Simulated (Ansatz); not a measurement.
# NbP (I4_1md) in Ansatz: further runs

Runs on NbP. Level: PBE. Tasks: relaxation of cell and atoms.

All numbers are computed with Ansatz 0.2.0; they aren't measurements. Logs are shortened: lines on timing, memory, paths and dates and some standing lists are left out, and cuts for length are marked.

## (1) Starting point

The structure is tetragonal, space group I4_1md (No. 109). The conventional cell has a = 3.350 Å, b = 3.350 Å, c = 11.480 Å, α = 90.00°, β = 90.00°, γ = 90.00°. Nb (site symmetry 2mm) is surrounded by 6 P at 2.55 Å. P (site symmetry 2mm) has 6 Nb at 2.55 Å as nearest neighbours.

The cell is a database's computed one.

## (2) Relaxation of cell and atoms, PBE

The input, input.yaml:

```yaml
crystal:
  lattice:
    - [-1.6749232544, 1.6749232544, 5.7401081759]
    - [1.6749232544, -1.6749232544, 5.7401081759]
    - [1.6749232544, 1.6749232544, -5.7401081759]
  atoms:
    - { symbol: Nb, position: [0.2498808, 0.7498808, 0.5] }
    - { symbol: Nb, position: [0.4998808, 0.4998808, 0.0] }
    - { symbol: P, position: [0.83274777, 0.33274777, 0.5] }
    - { symbol: P, position: [0.08274777, 0.08274777, 0.0] }
hamiltonian:
  xc: pbe
  pseudopotentials: { kind: nc, source: spms }
kpoints:
  mp_grid: { grid: [11, 11, 11] }
scf:
  occupations: { method: fermi_dirac, width: 0.05 }
output:
  forces: true
  stress: true
  eigenvalues: true
relax:
  f_tol: 0.01
  max_steps: 40
  cell: { stress_tol: 0.05 }
```

Potentials or basis: SPMS NC.

Started as:

```console
$ ansatz run input.yaml --threads 2 --pin off --max-ram 5632MiB --backend cpu --events-out ev --progress --plain --runs-dir out
```

Standard output:

```text
Warning: RAYON_NUM_THREADS=2 ignored (pool sized by the plan → 2); use --threads N
basis.fft_grid_basis auto: the FFT boxes are laid along the combinations [[1, 0, 1], [0, 1, 1], [0, 0, 1]] of the cell's own vectors, 3.350, 3.350 and 6.210 Å long. The dense box has 32×32×60 points. Along the cell's own vectors, as sized, it would have 60×60×60, 3.52 times as many. Of the 8 symmetry operations that the crystal satisfies within crystal.symmetry.tolerance (time reversal apart; of a slab, those that keep its plane) the dense box along the cell's own vectors carries 8, and the one as laid loses 6 of those. basis.fft_grid_basis: typed keeps the cell's own vectors: state it where this run's energies or levels are differenced outside the engine with another run's, or held beside a run that keeps those vectors.
Engine: ansatz 0.2.0, aarch64-unknown-linux-gnu
Pseudopotentials: kind: nc
Pseudopotential: Nb, nc, valence charge 13, recommended cutoff 761.918814887664 eV (normal), Nb.nc.azcp
Pseudopotential: P, nc, valence charge 5, recommended cutoff 462.593566181796 eV (normal), P.nc.azcp
Functional definition: PBE
  parameter kappa = 0.804
  parameter beta = 0.06672455060314922
  exchange = pbe_x(kappa = kappa, mu = beta*pi^2/3)
  correlation = pbe_c(beta = beta)
Crystal: 4 atoms, lattice volume = 64.412 Å³
Basis set: ecut = 761.918814887664 eV, 3089 PW (Γ), FFT grids on a1+a3, a2+a3, a3, exchange–correlation on 64×64×120 points (8 copies of the dense FFT grid, shifted against one another)
Bands: 22, of which v1, the nominal top of the filled ones, is band 18 counted from 1 (17 counted from 0)
Symmetry: 8 space group operations
Space group: I41md (ITA 109), of the structure as read, at distance tolerance 4.0e-5 Å
k-points: 126 of 1331 (time reversal used)
Non-local potential: Nb, projectors of the file, l = 0: 2, l = 1: 2, l = 2: 2
Non-local potential: P, projectors of the file, l = 0: 2, l = 1: 2, l = 2: 2
Initial density: superposition of atomic densities (chi_scale 0.1, normalization cell, long waves kept (reshape's long-wave potential 0.00 eV rms))
Initial wavefunctions: pseudopotential atomic-orbital guess
Functional: x = pbe(κ = 0.804, μ = 0.2195149727645171), c = pbe(β = 0.06672455060314922)
SCF iter   1: F=—  HF=-3786.559808 eV  |F-HF|=—  |Δ(HF+E_count)|=         —  Δρ=7.08e-2  dr2=4.79e0  ethr=3.10e-3  ⟨swp⟩=6.2  Hψ=14612  notcnv=0
preconditioner: auto → Kerker (q_TF=auto, 2.476 Å⁻¹)  [metal: Δε(μ)=0.050 eV  Ē_g=7.140 eV  σ=0.050 eV  W_gap=0.24  n_scr=12 (ndim 8)  ℏωp=20.7 eV  f_vac=0.000  D(μ)=0.42/eV (n_scr^D=0)]
SCF iter   2: F=—  HF=-3785.426267 eV  |F-HF|=—  |Δ(HF+E_count)|=    1.13e0  Δρ=3.16e-2  dr2=7.10e-1  ethr=3.10e-3  ⟨swp⟩=3.8  Hψ=6670  notcnv=0
SCF iter   3: F=—  HF=-3785.272140 eV  |F-HF|=—  |Δ(HF+E_count)|=   1.54e-1  Δρ=8.92e-3  dr2=3.32e-2  ethr=1.97e-3  ⟨swp⟩=3.1  Hψ=4641  notcnv=0
SCF iter   4: F=—  HF=-3785.269630 eV  |F-HF|=—  |Δ(HF+E_count)|=   2.51e-3  Δρ=1.71e-3  dr2=2.25e-3  ethr=9.22e-5  ⟨swp⟩=2.1  Hψ=5214  notcnv=0
SCF iter   5: F=—  HF=-3785.269206 eV  |F-HF|=—  |Δ(HF+E_count)|=   4.24e-4  Δρ=4.53e-4  dr2=2.18e-4  ethr=6.24e-6  ⟨swp⟩=2.1  Hψ=4787  notcnv=0
SCF iter   6: F=—  HF=-3785.269156 eV  |F-HF|=—  |Δ(HF+E_count)|=   4.96e-5  Δρ=6.76e-5  dr2=3.71e-6  ethr=6.05e-7  ⟨swp⟩=2.4  Hψ=4400  notcnv=0
SCF iter   7: F=—  HF=-3785.269157 eV  |F-HF|=—  |Δ(HF+E_count)|=   8.08e-7  Δρ=1.17e-5  dr2=1.30e-7  ethr=1.03e-8  ⟨swp⟩=2.2  Hψ=4432  notcnv=0
SCF iter   8: F=-3785.269157 eV  HF=-3785.269157 eV  |F-HF|=1.23e-9  |Δ(HF+E_count)|=   1.19e-8  Δρ=2.11e-6  dr2=3.58e-9  ethr=2.78e-10  ⟨swp⟩=7.0  Hψ=14451  notcnv=0
SCF 1 converged in 8 iterations: F = -3785.269157 eV  dr2 = 3.58e-9
relax step   1: F+E_penalty+E_count = -3785.26915726 eV  Δ(F+E_penalty+E_count) = +0.000e0 eV  max|allowed force component| = 1.633e-2 eV/Å  Δτ_max = 0.0000 Å  P = -0.931 GPa  Ω = 64.412 Å³  (8 SCF iters, dr2 threshold 1.00e-7 eV, accepted)
Crystal: 4 atoms, lattice volume = 63.820 Å³
Basis set: ecut = 761.918814887664 eV, 3073 PW (Γ), FFT grids on a1+a3, a2+a3, a3, exchange–correlation on 64×64×120 points (8 copies of the dense FFT grid, shifted against one another)
Initial density: handed on by an earlier stage of this run
Initial wavefunctions: those handed on with the density
iter 1 solved again at ethr=1.09e-6 eV; its pass at ethr=3.10e-3 eV (dr2=3.91e-4 eV) is discarded
SCF iter   1: F=—  HF=-3785.270051 eV  |F-HF|=—  |Δ(HF+E_count)|=         —  Δρ=9.10e-4  dr2=4.37e-4  ethr=1.09e-6  ⟨swp⟩=2.9  Hψ=20231  notcnv=0
preconditioner: auto → Kerker (q_TF=auto, 2.480 Å⁻¹)  [metal: Δε(μ)=0.051 eV  Ē_g=6.524 eV  σ=0.050 eV  W_gap=0.25  n_scr=12 (ndim 8)  ℏωp=20.8 eV  f_vac=0.000  D(μ)=0.63/eV (n_scr^D=2)]
SCF iter   2: F=—  HF=-3785.269980 eV  |F-HF|=—  |Δ(HF+E_count)|=   7.06e-5  Δρ=5.38e-4  dr2=1.64e-4  ethr=1.09e-6  ⟨swp⟩=1.0  Hψ=2772  notcnv=0
SCF iter   3: F=—  HF=-3785.269940 eV  |F-HF|=—  |Δ(HF+E_count)|=   4.02e-5  Δρ=6.49e-5  dr2=2.94e-6  ethr=4.54e-7  ⟨swp⟩=2.1  Hψ=4051  notcnv=0
SCF iter   4: F=-3785.269940 eV  HF=-3785.269940 eV  |F-HF|=2.77e-8  |Δ(HF+E_count)|=   2.18e-7  Δρ=2.42e-5  dr2=2.74e-7  ethr=1.11e-9  ⟨swp⟩=7.9  Hψ=15099  notcnv=0
SCF 2 converged in 4 iterations: F = -3785.269940 eV  dr2 = 2.74e-7
relax step   2: F+E_penalty+E_count = -3785.26993987 eV  Δ(F+E_penalty+E_count) = -7.826e-4 eV  max|allowed force component| = 1.528e-2 eV/Å  Δτ_max = 0.0038 Å  P = +0.657 GPa  Ω = 63.820 Å³  energy of the carried Pulay correction = +4.708e-4 eV  (4 SCF iters, dr2 threshold 4.00e-7 eV, accepted)
Crystal: 4 atoms, lattice volume = 64.074 Å³
iter 1 solved again at ethr=6.35e-7 eV; its pass at ethr=3.10e-3 eV (dr2=2.29e-4 eV) is discarded
SCF iter   1: F=—  HF=-3785.270716 eV  |F-HF|=—  |Δ(HF+E_count)|=         —  Δρ=4.96e-4  dr2=1.34e-4  ethr=6.35e-7  ⟨swp⟩=3.0  Hψ=18718  notcnv=0
preconditioner: auto → Kerker (q_TF=auto, 2.478 Å⁻¹)  [metal: Δε(μ)=0.041 eV  Ē_g=6.507 eV  σ=0.050 eV  W_gap=0.20  n_scr=12 (ndim 8)  ℏωp=20.7 eV  f_vac=0.000  D(μ)=0.65/eV (n_scr^D=2)]
SCF iter   2: F=—  HF=-3785.270693 eV  |F-HF|=—  |Δ(HF+E_count)|=   2.26e-5  Δρ=2.90e-4  dr2=4.91e-5  ethr=3.72e-7  ⟨swp⟩=1.0  Hψ=2772  notcnv=0
SCF iter   3: F=—  HF=-3785.270680 eV  |F-HF|=—  |Δ(HF+E_count)|=   1.29e-5  Δρ=3.66e-5  dr2=8.75e-7  ethr=1.36e-7  ⟨swp⟩=2.0  Hψ=3942  notcnv=0
SCF iter   4: F=-3785.270680 eV  HF=-3785.270680 eV  |F-HF|=4.35e-9  |Δ(HF+E_count)|=   2.65e-8  Δρ=1.46e-5  dr2=9.25e-8  ethr=1.11e-9  ⟨swp⟩=7.0  Hψ=14629  notcnv=0
SCF 3 converged in 4 iterations: F = -3785.270680 eV  dr2 = 9.25e-8
relax step   3: F+E_penalty+E_count = -3785.27068026 eV  Δ(F+E_penalty+E_count) = -7.404e-4 eV  max|allowed force component| = 1.546e-4 eV/Å  Δτ_max = 0.0020 Å  P = -0.012 GPa  Ω = 64.074 Å³  energy of the carried Pulay correction = +2.685e-4 eV  (4 SCF iters, dr2 threshold 4.00e-7 eV, accepted)
Initial wavefunctions: pseudopotential atomic-orbital guess (no wavefunctions were taken with the density)
iter 1 solved again at ethr=1.31e-7 eV; its pass at ethr=3.10e-3 eV (dr2=4.73e-5 eV) is discarded
SCF iter   1: F=—  HF=-3785.270422 eV  |F-HF|=—  |Δ(HF+E_count)|=         —  Δρ=2.47e-5  dr2=1.06e-7  ethr=1.31e-7  ⟨swp⟩=4.2  Hψ=24334  notcnv=0
SCF iter   2: F=—  HF=-3785.270422 eV  |F-HF|=—  |Δ(HF+E_count)|=   6.39e-7  Δρ=1.37e-5  dr2=4.46e-8  ethr=2.94e-10  ⟨swp⟩=2.1  Hψ=4632  notcnv=0
SCF iter   3: F=—  HF=-3785.270423 eV  |F-HF|=—  |Δ(HF+E_count)|=   1.28e-8  Δρ=1.98e-6  dr2=2.12e-9  ethr=1.24e-10  ⟨swp⟩=2.7  Hψ=4454  notcnv=0
SCF iter   4: F=—  HF=-3785.270423 eV  |F-HF|=—  |Δ(HF+E_count)|=  2.50e-11  Δρ=6.42e-7  dr2=2.11e-10  ethr=5.90e-12  ⟨swp⟩=2.0  Hψ=3798  notcnv=0
SCF iter   5: F=-3785.270423 eV  HF=-3785.270423 eV  |F-HF|=0.00e0  |Δ(HF+E_count)|=  6.37e-12  Δρ=1.26e-7  dr2=8.27e-12  ethr=1.00e-12  ⟨swp⟩=6.1  Hψ=13917  notcnv=0
SCF 4 converged in 5 iterations: F = -3785.270423 eV  dr2 = 8.27e-12
relax step   4: F+E_penalty+E_count = -3785.27042251 eV  Δ(F+E_penalty+E_count) = +2.577e-4 eV  max|allowed force component| = 1.455e-4 eV/Å  Δτ_max = 0.0000 Å  P = -0.020 GPa  Ω = 64.074 Å³  stress off target by 2.56e-2 GPa  SCF on the basis re-selected at this cell (its energy is not comparable with the rows above)  (5 SCF iters)
basis re-selected at this cell: Δ(F+E_penalty+E_count) = +2.577e-4 eV, ΔP = -0.008 GPa vs the last step (what re-selecting the basis moved, of the pressure what is left beyond the Pulay correction that the steps carried, after the strain that the cell walked since its last selection, with what the two solves' SCF thresholds leave and, on support functions, any second-order correction that the steps lacked; it is no measure of the basis error at this ecutwfc). This SCF's stress stands 2.56e-2 GPa from its target on what of the cell is left free (relax.cell.stress_tol is 5.00e-2 GPa) and its largest allowed force component is 1.45e-4 eV/Å (relax.f_tol is 1.00e-2 eV/Å): within both
SCF converged after 5 iterations
Free energy (F): -3785.270423 eV
Harris-Foulkes:  -3785.270423 eV  (|F-HF|=0.00e0)
Internal energy: -3785.264959 eV  (E = F + TS)
E sigma→0 (E₀):  -3785.267691 eV
Entropy (-TS):   -0.005463 eV (-1.366 meV/atom)
Fermi energy:    15.015801 eV
--- Per-component energies (eV) ---
  E_band       = -141.779021
  E_kinetic    = 1108.101021
  E_local      = -2054.657882  (includes V_loc(G=0)·N_el)
  E_nonlocal   = 390.399788
  E_hartree    = 540.227396
  E_xc         = -834.221669
  E_vxc        = -666.076783  (∫ρ·V_xc dr)
  E_ewald      = -2935.113613
  E_smearing   = -0.005463  (= −TS)
  E_closure    = 0.000000  (closes the sum)
  Σ components = -3785.270423   (vs F -3785.270423, Δ=0.00e0)
--- Forces (eV/Å), atoms counted from 1 ---
  atom   1  Nb     0.00000000     0.00000000    -0.00014535
  atom   2  Nb    -0.00000000     0.00000000    -0.00014535
  atom   3  P      0.00000000     0.00000000     0.00014559
  atom   4  P     -0.00000000    -0.00000000     0.00014559
  max |Σ_I F_I| component: 4.87e-7 eV/Å
--- Stress (GPa, compression-positive) ---
       -0.016590       0.000000      -0.000000
        0.000000      -0.016590       0.000000
       -0.000000       0.000000      -0.025580
  P = ⅓ Tr σ = -0.0196 GPa (-0.196 kbar)
--- Band table (eV; the first three rows and the last of 126) ---
  k-point 0: bands = ["-39.8929", "-39.8544", "-16.1811", "-15.9778", "-15.9778", "-15.8343", "-15.8343", "-15.7887", "2.2721", "4.6944", "8.8424", "11.9867", "12.7703", "12.7703", "12.8802", "13.3136", "13.6539", "13.6539", "15.8320", "16.6128", "17.6972", "18.1550"]
  k-point 1: bands = ["-39.8894", "-39.8524", "-16.1696", "-16.0006", "-15.9946", "-15.8573", "-15.8511", "-15.7863", "2.4939", "4.7647", "8.9620", "11.6478", "12.5860", "12.6307", "12.6882", "13.1424", "13.7434", "13.8857", "15.5174", "16.1159", "17.7159", "17.7202"]
  k-point 2: bands = ["-39.8796", "-39.8475", "-16.1440", "-16.0586", "-16.0334", "-15.9105", "-15.8941", "-15.7890", "3.0907", "4.9022", "9.3858", "10.8583", "11.5579", "12.1143", "12.2482", "13.3115", "14.1635", "14.2707", "15.2749", "15.4734", "17.1993", "18.0500"]
  k-point 125: bands = ["-39.8727", "-39.8719", "-16.0242", "-15.9871", "-15.9840", "-15.9706", "-15.8430", "-15.8236", "3.3337", "3.3570", "10.8819", "11.0353", "11.8881", "12.1919", "12.3314", "12.8071", "14.0488", "14.6019", "15.8819", "16.6929", "17.0567", "17.3839"]
--- Relaxed structure (3 steps of the walk, 3 accepted, 1 SCFs on fresh bases) ---
  F+E_penalty+E_count = -3785.27042251 eV   max|allowed force component| = 1.455e-4 eV/Å   (the final SCF, on the basis selected at the relaxed cell)
  cell:  # Å, volume = 64.0742 Å³
    - [-1.6740066599547512, 1.6740066599547512, 5.7162154809432195]
    - [1.6740066599547512, -1.6740066599547512, 5.7162154809432195]
    - [1.6740066599547512, 1.6740066599547512, -5.7162154809432195]
  atoms:
    - { symbol: Nb, position: [0.2500364459885153, 0.7500364459885154, 0.5] }
    - { symbol: Nb, position: [0.5000364459885153, 0.5000364459885153, -6.913317580268677e-34] }
    - { symbol: P, position: [0.8325921240114846, 0.3325921240114847, 0.5] }
    - { symbol: P, position: [0.08259212401148468, 0.08259212401148468, 1.6869434785303627e-33] }
```

Wall time 81 s (2 threads of Arm Neoverse V1, shared host); peak memory 0.53 GiB.

What came out:

```
Free energy                            : -3785.2704 eV
Relaxed volume                         : 16.02 Å³/atom
Relaxed cell                           : a = 6.187 Å, b = 6.187 Å, c = 6.187 Å, α = 148.60°, β = 148.60°, γ = 44.99°
Space group after relaxing (to 0.05 Å) : I4_1md (No. 109)
Energy gained by relaxing              : 0.3 meV/atom
Ionic steps                            : 4
Pressure after relaxing                : 0.0 GPa
Band gap on the k mesh                 : none (metal or under the smearing width)
```

Step by step:
| step | energy change (eV) | largest force (eV/Å) | volume (Å³) |
| --- | --- | --- | --- |
| 1 | 0.0000 | 0.0163 | 64.41 |
| 2 | -0.0008 | 0.0153 | 63.82 |
| 3 | -0.0015 | 0.0002 | 64.07 |
| 4 | -0.0013 | 0.0001 | 64.07 |

Final structure:
```
CELL_PARAMETERS angstrom
-1.67401 1.67401 5.71622
1.67401 -1.67401 5.71622
1.67401 1.67401 -5.71622
ATOMIC_POSITIONS crystal
Nb 0.25004 0.75004 0.50000
Nb 0.50004 0.50004 0.00000
P 0.83259 0.33259 0.50000
P 0.08259 0.08259 0.00000
```

Caveat: the plane-wave basis is chosen anew once the cell has moved, so the energies of steps on either side of that aren't comparable.

## (3) Relaxation of cell and atoms, PBE

input.yaml, as its differences from that of step 2:

```diff
@@ -12,3 +12,3 @@
   xc: pbe
-  pseudopotentials: { kind: nc, source: spms }
+  pseudopotentials: { kind: nc, accuracy: standard }
 kpoints:
@@ -21,2 +21,6 @@
   eigenvalues: true
+  write_density: true
+  write_potential: true
+  elf: true
+  volumetric_format: npy
 relax:
```

Potentials or basis: PseudoDojo standard (PBE files).

Started as:

```console
$ ansatz run input.yaml --threads 2 --pin off --max-ram 5632MiB --backend cpu --events-out ev --progress --plain --runs-dir out
```

Run time: 2.7 min. Hardware: 2 threads of Arm Neoverse V1, shared host; peak memory 0.8 GiB.

The run converged. Its results:

```
Free energy                            : -3770.7888 eV
Relaxed volume                         : 16.01 Å³/atom
Relaxed cell                           : a = 6.186 Å, b = 6.186 Å, c = 6.186 Å, α = 148.60°, β = 148.60°, γ = 44.99°
Space group after relaxing (to 0.05 Å) : I4_1md (No. 109)
Energy gained by relaxing              : 0.3 meV/atom
Ionic steps                            : 4
Pressure after relaxing                : 0.0 GPa
Band gap on the k mesh                 : none (metal or under the smearing width)
```

Step by step:
```
step  energy change (eV)  largest force (eV/Å)  volume (Å³)
   1              0.0000                0.0160        64.41
   2             -0.0005                0.0152        63.79
   3             -0.0015                0.0002        64.05
   4             -0.0014                0.0002        64.05
```

Final structure:
```xyz
4
Lattice="-1.6738 1.6738 5.7156 1.6738 -1.6738 5.7156 1.6738 1.6738 -5.7156" Properties=species:S:1:pos:R:3 pbc="T T T"
Nb    1.6738    0.0000    2.8582
Nb    0.0000    0.0000    5.7160
P     0.0000    1.6738    3.8019
P     0.0000    0.0000    0.9441
```

Levels at points of the mesh, in eV from the Fermi level:
```
           k point  band 16  band 17  band 18  band 19  band 20  band 21
(0.00, 0.00, 0.00)    -1.70    -1.36    -1.36     0.82     1.60     2.68
```

Caveat: the plane-wave basis is chosen anew once the cell has moved, so the energies of steps on either side of that aren't comparable.
